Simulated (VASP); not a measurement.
# PbSe (Clausthalite) (Fm-3m) in VASP: a series of runs, part 2 of 2

VASP 6.6.1. The steps go on from the part before.

### Step 3. Single point, PBE

This run uses another cell than the first one, of 27.14 Å³/atom, 1.029 times its volume.

Contents of INCAR:

```
ALGO = Normal ; EDIFF = 1E-6
ENCUT = 520 ; GGA = PE
ISIF = 2 ; ISMEAR = 0
LASPH = T ; LCHARG = F
LREAL = F ; LWAVE = F
NBANDS = 17 ; NELM = 80
PREC = Accurate ; SIGMA = 0.01
```

Contents of KPOINTS:

```
k-points
0
Gamma
  6 6 6
```

Contents of POSCAR:

```
PbSe
1.0
    0.0000000000      3.0052414060      3.0052414060
    3.0052414060      0.0000000000      3.0052414060
    3.0052414060      3.0052414060      0.0000000000
Pb Se
1 1
Direct
    0.0000000000      0.0000000000      0.0000000000
    0.5000000000      0.5000000000      0.5000000000
```

Potentials or basis: VASP PAW PBE potentials, release 64 (Pb_d, Se).

Command:

```
cat potpaw_PBE.64/Pb_d/POTCAR potpaw_PBE.64/Se/POTCAR > POTCAR
mpirun -np 1 vasp_std > vasp.out
```

OUTCAR:

```text
EDIFF = 1E-6
   ENCUT = 520
   GGA = PE
   ISIF = 2
   ISMEAR = 0
   LASPH = T
   LREAL = F
   NELM = 80
   PREC = Accurate

 ion  position               nearest neighbor table
   1  0.000  0.000  0.000-   2 3.01   2 3.01   2 3.01   2 3.01   2 3.01   2 3.01
   2  0.500  0.500  0.500-   1 3.01   1 3.01   1 3.01   1 3.01   1 3.01   1 3.01

  LATTYP: Found a face centered cubic cell.
 ALAT       =     6.0104828120

  Lattice vectors:

 A1 = (   0.0000000000,   3.0052414060,   3.0052414060)
 A2 = (   3.0052414060,   0.0000000000,   3.0052414060)
 A3 = (   3.0052414060,   3.0052414060,   0.0000000000)

Analysis of symmetry for initial positions (statically):
=====================================================================
 Subroutine PRICEL returns:
 Original cell was already a primitive cell.

 Routine SETGRP: Setting up the symmetry group for a
 face centered cubic supercell.

 Subroutine GETGRP returns: Found 48 space group operations
 (whereof 48 operations were pure point group operations)
 out of a pool of 48 trial point group operations.

The static configuration has the point symmetry O_h .

Analysis of symmetry for dynamics (positions and initial velocities):
=====================================================================
 Subroutine PRICEL returns:
 Original cell was already a primitive cell.

 Routine SETGRP: Setting up the symmetry group for a
 face centered cubic supercell.

 Subroutine GETGRP returns: Found 48 space group operations
 (whereof 48 operations were pure point group operations)
 out of a pool of 48 trial point group operations.

The dynamic configuration has the point symmetry O_h .

 Subroutine INISYM returns: Found 48 space group operations
 (whereof 48 operations are pure point group operations),
 and found     1 'primitive' translations

----------------------------------------------------------------------------------------

                                     Primitive cell

  volume of cell :      54.2835

  direct lattice vectors                    reciprocal lattice vectors
     0.000000000  3.005241406  3.005241406    -0.166375985  0.166375985  0.166375985
     3.005241406  0.000000000  3.005241406     0.166375985 -0.166375985  0.166375985
     3.005241406  3.005241406  0.000000000     0.166375985  0.166375985 -0.166375985

  length of vectors
     4.250053155  4.250053155  4.250053155     0.288171660  0.288171660  0.288171660

  position of ions in fractional coordinates (direct lattice)
     0.000000000  0.000000000  0.000000000
     0.500000000  0.500000000  0.500000000

  ion indices of the primitive-cell ions
   primitive index   ion index
                 1           1
                 2           2

----------------------------------------------------------------------------------------

 KPOINTS: k-points

Automatic generation of k-mesh.
 Grid dimensions read from file:
 generate k-points for:    6    6    6

 Generating k-lattice:

  Cartesian coordinates                     Fractional coordinates (reciprocal lattice)
    -0.027729331  0.027729331  0.027729331     0.166666667  0.000000000  0.000000000
     0.027729331 -0.027729331  0.027729331     0.000000000  0.166666667  0.000000000
     0.027729331  0.027729331 -0.027729331     0.000000000  0.000000000  0.166666667

  Length of vectors
     0.048028610  0.048028610  0.048028610

  Shift w.r.t. Gamma in fractional coordinates (k-lattice)
     0.000000000  0.000000000  0.000000000

 Subroutine IBZKPT returns following result:
 ===========================================

 Found     16 irreducible k-points:

 Following reciprocal coordinates:
            Coordinates               Weight
  0.000000  0.000000  0.000000      1.000000
  0.166667  0.000000  0.000000      8.000000
  0.333333  0.000000  0.000000      8.000000
  0.500000  0.000000  0.000000      4.000000
  0.166667  0.166667  0.000000      6.000000
  0.333333  0.166667  0.000000     24.000000
[... 8 lines left out ...]
 -0.333333  0.333333  0.166667     24.000000
 -0.333333  0.500000  0.166667     12.000000
   k-points           NKPTS =     16   k-points in BZ     NKDIM =     16   number of bands    NBANDS=     17
   number of dos      NEDOS =    301   number of ions     NIONS =      2
   total plane-waves  NPLWV =  32768
   dimension x,y,z NGX =    32 NGY =   32 NGZ =   32
   dimension x,y,z NGXF=    64 NGYF=   64 NGZF=   64
   ions per type =               1   1
   NGX,Y,Z   is equivalent  to a cutoff of  12.52, 12.52, 12.52 a.u.
   NGXF,Y,Z  is equivalent  to a cutoff of  25.03, 25.03, 25.03 a.u.
 SYSTEM =  unknown system
   PREC   = accura    normal or accurate (medium, high low for compatibility)
   ISTART =      0    job   : 0-new  1-cont  2-samecut
   ICHARG =      2    charge: 1-file 2-atom 10-const
   ISPIN  =      1    spin polarized calculation?
   LNONCOLLINEAR =      F non collinear calculations
   LSORBIT =      F    spin-orbit coupling
   LASPH  =      T    aspherical Exc in radial PAW
   ENCUT  =  520.0 eV  38.22 Ry    6.18 a.u.   7.90  7.90  7.90*2*pi/ulx,y,z
   NELM   =     80;   NELMIN=  2; NELMDL= -5     # of ELM steps
   EDIFF  = 0.1E-05   stopping-criterion for ELM
   LREAL  =      F    real-space projection
   EDIFFG = 0.1E-04   stopping-criterion for IOM
   NSW    =      0    number of steps for IOM
   IBRION =     -1    ionic relax: 0-MD 1-quasi-New 2-CG
   NFREE  =      0    steps in history (QN), initial steepest desc. (CG)
   ISIF   =      2    stress and relaxation
   ISYM   =      2    0-nonsym 1-usesym 2-fastsym
   POTIM  = 0.5000    time-step for ionic-motion
   TEBEG  =    0.0;   TEEND  =   0.0 temperature during run
   PSTRESS=    0.0 pullay stress
   NELECT =      20.0000    total number of electrons
   NUPDOWN=      -1.0000    fix difference up-down
   EMIN   =  10.00;   EMAX   =-10.00  energy-range for DOS
   EFERMI =   0.00;   METHOD = LEGACY
   ISMEAR =     0;   SIGMA  =   0.01  broadening in eV -4-tet -1-fermi 0-gaus
   EFERMI_NEDOS =   21; number of points for ismear=-14 and -15
   IALGO  =     38    algorithm
   IMIX   =      4    mixing-type and parameters
     AMIX     =   0.40;   BMIX     =  1.00
     AMIX_MAG =   1.60;   BMIX_MAG =  1.00
  volume/ion in A,a.u.               =      27.14       183.16
  Fermi-wavevector in a.u.,A,eV,Ry     =   1.173624  2.217827 18.740558  1.377392
  Thomas-Fermi vector in A             =   2.310034
   LORBIT       =      0    0 simple, 1 ext, 2 COOP (PROOUT), +10 PAW based schemes
   GGA     = PE    functional components
   LHFCALC =     F    Hartree Fock is set to
   AEXX    =    0.0000 exact exchange contribution
   IVDW    =     0    specifies the selected vdW correction
   LEPSILON=     F    determine dielectric tensor
   LRPA    =     F    only Hartree local field effects (RPA)
 non-spin polarized calculation
 Gauss-broadening in eV      SIGMA  =   0.01
  energy-cutoff  :      520.00
  volume of cell :       54.28
 maximum number of plane-waves:      1484
   NGX = 15   NGY = 15   NGZ = 15

 number of electron      20.0000003 magnetization

 Free energy of the ion-electron system (eV)
  ---------------------------------------------------
  ext. energy  EPLUGINS =         0.00000000
  ---------------------------------------------------
  free energy    TOTEN  =        -8.10308358 eV

  energy without entropy =       -8.10308358  energy(sigma->0) =       -8.10308358

 E-fermi :   5.8757     XC(G=0):  -9.7875

 val. band max:        5.8235672927   @ k =   0.5000   0.0000   0.0000
 cond. band min:       5.9178142184   @ k =   0.5000   0.0000   0.0000
 fundamental gap:      0.0942469257
 Fermi energy:         5.8757033905

 k-point     1 :       0.0000    0.0000    0.0000
  band No.  band energies     occupation
      1     -11.1688      2.00000
      2     -11.1688      2.00000
      3     -11.1688      2.00000
      4     -11.1679      2.00000
      5     -11.1679      2.00000
      6      -8.3135      2.00000
[... 9 lines left out ...]
     16      12.1577      0.00000
     17      13.7564      0.00000
[... 281 lines left out ...]
 k-point    16 :      -0.3333    0.5000    0.1667
  band No.  band energies     occupation
      1     -11.3057      2.00000
      2     -11.1731      2.00000
      3     -11.1615      2.00000
      4     -11.1339      2.00000
      5     -11.1132      2.00000
      6      -6.6288      2.00000
[... 9 lines left out ...]
     16      17.6688      0.00000
     17      18.4491      0.00000

------------------------ aborting loop because EDIFF is reached ----------------------------------------

  FORCE on cell =-STRESS in cart. coord.  units (eV):
  Direction    XX          YY          ZZ          XY          YZ          ZX
  --------------------------------------------------------------------------------------
  -------------------------------------------------------------------------------------
  Total        1.9921830      1.9921830      1.9921830      0.0000000     -0.0000000      0.0000000
  in kB       58.7992422     58.7992422     58.7992422      0.0000000     -0.0000000      0.0000000
  external PRESSURE =      58.7992422 kB  Pullay stress =       0.0000000 kB

 VOLUME and BASIS-vectors are now :
 -----------------------------------------------------------------------------
  energy-cutoff  :      520.00
  volume of cell :       54.28
      direct lattice vectors                 reciprocal lattice vectors
     0.000000000  3.005241406  3.005241406    -0.166375985  0.166375985  0.166375985
     3.005241406  0.000000000  3.005241406     0.166375985 -0.166375985  0.166375985
     3.005241406  3.005241406  0.000000000     0.166375985  0.166375985 -0.166375985

 POSITION                                       TOTAL-FORCE (eV/Angst)
 -----------------------------------------------------------------------------------
      0.00000      0.00000      0.00000        -0.000000      0.000000      0.000000
      3.00524      3.00524      3.00524         0.000000     -0.000000     -0.000000
 -----------------------------------------------------------------------------------
    total drift:                                0.000000     -0.000000     -0.000000

  FREE ENERGIE OF THE ION-ELECTRON SYSTEM (eV)
  ---------------------------------------------------
  free  energy   TOTEN  =        -8.1030835836 eV

  energy  without entropy=       -8.1030835836  energy(sigma->0) =       -8.10308358
```

stdout:

```text
POSCAR found type information on POSCAR PbSe
 POSCAR found :  2 types and       2 ions
 scaLAPACK will be used
 LDA part: xc-table for (Slater+PW92), standard interpolation
 POSCAR, INCAR and KPOINTS ok, starting setup
 FFT: planning ... GRIDC
 FFT: planning ... GRID_SOFT
 FFT: planning ... GRID
 WAVECAR not read
 entering main loop
```

Wall time 6.1 s (1 thread of Intel Xeon 6975P-C, shared host); peak memory 0.17 GiB.

What came out:

- Free energy: -8.1031 eV
- Pressure: 5.9 GPa
- Band gap on the k mesh: 0.09 eV, direct

Caveat: spin-orbit coupling is left out, which moves the levels of the heavy elements. A k mesh can miss the band edges.

### Step 4. Single point, PBE

This run uses another cell than the first one, of 27.91 Å³/atom, 1.058 times its volume.

Contents of INCAR:

```
SYSTEM = PbSe
ALGO     = Normal         ! electronic algorithm
EDIFF    = 1E-6           ! SCF threshold, eV
ENCUT    = 520            ! plane-wave cutoff, eV
GGA      = PE             ! functional
ISIF     = 2              ! what is computed and relaxed
ISMEAR   = 0              ! smearing method
LASPH    = .TRUE.         ! aspherical terms in the spheres
LCHARG   = .FALSE.        ! write CHGCAR
LREAL    = .FALSE.        ! projectors in reciprocal space
LWAVE    = .FALSE.        ! write WAVECAR
NBANDS   = 17             ! bands
NELM     = 60             ! most SCF steps
PREC     = Accurate       ! precision mode
SIGMA    = 0.01           ! smearing width, eV
```

Contents of KPOINTS:

```
k-points
0
G
  6 6 6
  0 0 0
```

Contents of POSCAR:

```
PbSe
1.0
    0.0000000000      3.0331987455      3.0331987455
    3.0331987455      0.0000000000      3.0331987455
    3.0331987455      3.0331987455      0.0000000000
Pb Se
1 1
Direct
    0.0000000000      0.0000000000      0.0000000000
    0.5000000000      0.5000000000      0.5000000000
```

Command:

```
cat potpaw_PBE.64/Pb_d/POTCAR potpaw_PBE.64/Se/POTCAR > POTCAR
mpirun -np 1 vasp_std > vasp.out
```

It took 6.7 s on 1 thread of Intel Xeon 6975P-C, shared host; peak memory 0.18 GiB.

Results (log left out):

```
Free energy            : -8.1506 eV
Pressure               : 4.0 GPa
Band gap on the k mesh : 0.20 eV, direct
```

Levels at points of the mesh, in eV from the valence-band top:
```tsv
k point	band 6	band 7	band 8	band 9	band 10	band 11	band 12	band 13	band 14	band 15
(0.00, 0.00, 0.00)	-13.86	-6.29	-2.03	-2.03	-2.03	4.75	4.75	4.75	6.43	6.43
(0.50, 0.00, 0.00)	-12.72	-8.99	-1.60	-1.60	0.00	0.20	1.61	1.61	8.56	10.11
(0.50, 0.50, 0.00)	-12.31	-7.46	-5.24	-3.43	-3.43	3.55	5.69	5.69	6.14	11.33
```

Caveat: spin-orbit coupling is left out, which moves the levels of the heavy elements.

### Step 5. Single point, PBE

This run uses another cell than the first one, of 29.44 Å³/atom, 1.116 times its volume.

Contents of INCAR:

```
PREC = Accurate ; ENCUT = 520
EDIFF = 1E-6 ; ISMEAR = 0
SIGMA = 0.01 ; LREAL = F
LASPH = T ; NELM = 60
ALGO = Normal ; ISIF = 2
LWAVE = F ; LCHARG = T
GGA = PE ; LELF = T
LVHAR = T ; NBANDS = 17
```

Contents of KPOINTS:

```
Automatic mesh
0
Gamma
  6 6 6
```

Contents of POSCAR:

```
PbSe
1.0
    0.0000000000      3.0876174688      3.0876174688
    3.0876174688      0.0000000000      3.0876174688
    3.0876174688      3.0876174688      0.0000000000
Pb Se
1 1
Direct
    0.0000000000      0.0000000000      0.0000000000
    0.5000000000      0.5000000000      0.5000000000
```

Command:

```
cat potpaw_PBE.64/Pb_d/POTCAR potpaw_PBE.64/Se/POTCAR > POTCAR
mpirun -np 1 vasp_std > vasp.out
```

Run time: 7 s. Hardware: 1 thread of Intel Xeon 6975P-C, shared host; peak memory 0.18 GiB.

The run converged. Its results:

| Quantity | Value |
| --- | --- |
| Free energy | -8.1974 eV |
| Pressure | 0.9 GPa |
| Band gap on the k mesh | 0.38 eV, direct |

Levels at points of the mesh, in eV from the valence-band top:
```tsv
k point	band 8	band 9	band 10	band 11	band 12	band 13
(0.00, 0.00, 0.00)	-1.74	-1.74	-1.74	4.67	4.67	4.67
(0.50, 0.00, 0.00)	-1.35	-1.35	0.00	0.38	1.77	1.77
(0.50, 0.50, 0.00)	-4.74	-3.05	-3.05	3.83	5.53	5.53
```

Caveat: spin-orbit coupling is left out, which moves the levels of the heavy elements.

### Step 6. Single point, PBE

This run uses another cell than the first one, of 30.20 Å³/atom, 1.145 times its volume.

Contents of INCAR:

```
SYSTEM = PbSe
  PREC = Accurate
  ENCUT = 520
  EDIFF = 1E-6
  ISMEAR = 0
  SIGMA = 0.01
  LREAL = .False.
  LASPH = .True.
  NELM = 60
  ALGO = Normal
  ISIF = 2
  LWAVE = .False.
  LCHARG = .False.
  GGA = PE
  NBANDS = 17
```

Contents of KPOINTS:

```
Automatic mesh
0
Gamma
  6 6 6
  0 0 0
```

Contents of POSCAR:

```
PbSe
1.0
    0.0000000000      3.1141219194      3.1141219194
    3.1141219194      0.0000000000      3.1141219194
    3.1141219194      3.1141219194      0.0000000000
Pb Se
1 1
Direct
    0.0000000000      0.0000000000      0.0000000000
    0.5000000000      0.5000000000      0.5000000000
```

Potentials or basis: VASP PAW PBE potentials, release 64 (Pb_d, Se).

Command:

```
cat potpaw_PBE.64/Pb_d/POTCAR potpaw_PBE.64/Se/POTCAR > POTCAR
mpirun -np 1 vasp_std > vasp.out
```

Run time: 11 s. Hardware: 1 thread of Intel Xeon 6975P-C, shared host; peak memory 0.2 GiB.

The run converged. Its results:

```
Free energy            : -8.2008 eV
Pressure               : -0.3 GPa
Band gap on the k mesh : 0.45 eV, direct
```

Levels at points of the mesh, in eV from the valence-band top:
| k point | band 6 | band 7 | band 8 | band 9 | band 10 | band 11 | band 12 | band 13 | band 14 | band 15 |
| --- | --- | --- | --- | --- | --- | --- | --- | --- | --- | --- |
| (0.00, 0.00, 0.00) | -13.13 | -6.35 | -1.61 | -1.61 | -1.61 | 4.63 | 4.63 | 4.63 | 6.66 | 6.66 |
| (0.50, 0.00, 0.00) | -12.19 | -8.49 | -1.24 | -1.24 | 0.00 | 0.45 | 1.84 | 1.84 | 8.52 | 10.09 |
| (0.50, 0.50, 0.00) | -11.89 | -7.26 | -4.52 | -2.88 | -2.88 | 3.95 | 5.45 | 5.45 | 5.86 | 11.22 |

Caveat: spin-orbit coupling is left out, which moves the levels of the heavy elements.

### Step 7. Overview

```csv
cell,gap on the mesh (eV),pressure (GPa)
"a = 4.210 Å, angles 60.0°, 2 atoms",0.02,7.6
"a = 4.250 Å, angles 60.0°, 2 atoms",0.09,5.9
"a = 4.290 Å, angles 60.0°, 2 atoms",0.20,4.0
"a = 4.367 Å, angles 60.0°, 2 atoms",0.38,0.9
"a = 4.404 Å, angles 60.0°, 2 atoms",0.45,-0.3
```

Alike in all rows: task single point; level PBE; potentials or basis VASP PAW PBE potentials, release 64 (Pb_d, Se); no spin polarisation; k mesh 6 × 6 × 6; cutoff (eV) 520; smearing gaussian 0.01 eV.

Caveats: spin-orbit coupling is left out, which moves the levels of the heavy elements.

Absolute energies hang on the potentials; compare differences alone.

### Step 8. Against experiment

Step 5. Measured gap of PbSe: 0.28 eV (direct; 300 K; a printed reference work, monograph). This calculation gives 0.38 eV (+0.10 eV). 2 values of this kind are on record (0.15 to 0.28 eV); this one was drawn at random. Spin-orbit coupling on Pb, Se is left out. The value is that of PBE on a finite k mesh, which can miss the band edges, without temperature or zero-point motion.

Step 6. Against the measured gap of PbSe, 0.15 eV (direct; 4.2 K; a printed reference work, monograph), the calculated 0.45 eV is off by +0.30 eV. 2 values of this kind are on record (0.15 to 0.28 eV); this one was drawn at random. Spin-orbit coupling on Pb, Se is left out. The value is that of PBE on a finite k mesh, which can miss the band edges, without temperature or zero-point motion.
